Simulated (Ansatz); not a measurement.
Starting structure, (100) slab as cut from the bulk (ZnS, F-43m (No. 216), (1 0 0) face):

```xyz
11
Lattice="3.7876 0.0000 0.0000 0.0000 3.7876 0.0000 0.0000 0.0000 28.3913" Properties=species:S:1:pos:R:3 pbc="T T T"
S     0.0000    1.8938    7.5000
Zn    1.8938    1.8938    8.8391
S     1.8938    0.0000   10.1783
Zn    0.0000    0.0000   11.5174
S     0.0000    1.8938   12.8565
Zn    1.8938    1.8938   14.1956
S     1.8938    0.0000   15.5348
Zn    0.0000    0.0000   16.8739
S     0.0000    1.8938   18.2130
Zn    1.8938    1.8938   19.5522
S     1.8938    0.0000   20.8913
```

Level of theory: DFT PBEsol, scalar-relativistic, plane waves, PAW (Ansatz 0.2.0). Plane waves to 420 eV, a k mesh through Γ of 7×7×1 on the computed 11-atom cell and Gaussian smearing (0.05 eV); no spin polarisation. A dipole correction removes the field between periodic images along c.

All atoms are free. The cell is fixed. Force threshold 0.02 eV/Å.

Q: Where does it end?

A: The energy falls by 0.048 eV in 4 steps, to:

```yaml
crystal:
  lattice:
    - [3.78763, 0.00000, 0.00000]
    - [0.00000, 3.78763, 0.00000]
    - [0.00000, 0.00000, 28.39130]
  atoms:
    - { symbol: S, position: [0.00000, 0.50000, 0.26592] }
    - { symbol: Zn, position: [0.50000, 0.50000, 0.30997] }
    - { symbol: S, position: [0.50000, 0.00000, 0.35950] }
    - { symbol: Zn, position: [0.00000, 0.00000, 0.40534] }
    - { symbol: S, position: [0.00000, 0.50000, 0.45304] }
    - { symbol: Zn, position: [0.50000, 0.50000, 0.50000] }
    - { symbol: S, position: [0.50000, 0.00000, 0.54696] }
    - { symbol: Zn, position: [0.00000, 0.00000, 0.59466] }
    - { symbol: S, position: [0.00000, 0.50000, 0.64050] }
    - { symbol: Zn, position: [0.50000, 0.50000, 0.69003] }
    - { symbol: S, position: [0.50000, 0.00000, 0.73408] }
```

Cost: 1 run of about 1.4 core-minutes, on Intel Xeon 6975P-C (Granite Rapids) (shared hosts).